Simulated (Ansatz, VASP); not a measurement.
SrCl2 in VASP and in Ansatz

```
Sr Cl
1.0
     0.00000    3.48835    3.48835
     3.48835    0.00000    3.48835
     3.48835    3.48835    0.00000
Sr Cl
1 2
Cartesian
  0.0000 0.0000 0.0000
  1.7442 1.7442 1.7442
  5.2325 5.2325 5.2325
```

Alike in both runs: task single point; functional LDA; k mesh 4 × 4 × 4; no spin polarisation.

```csv
,VASP,Ansatz
version,VASP 6.6.1,Ansatz 0.2.0
potentials or method,"VASP PAW LDA potentials, release 64 (Sr_sv, Cl)","plane waves, PAW"
plane-wave cutoff (eV),520,420
occupations,"gaussian, width 0.01 eV",fixed
valence electrons in the cell,24,24
```

|  | VASP | Ansatz | Ansatz less VASP |
| --- | --- | --- | --- |
| gap on the k mesh at the Fermi level (eV) | 4.89 | 4.88 | -0.006 |
| pressure (GPa) | -2.7 | -2.8 | -0.12 |

Ansatz warned: «stress_scf_threshold_loose».

A k mesh can miss the band edges.
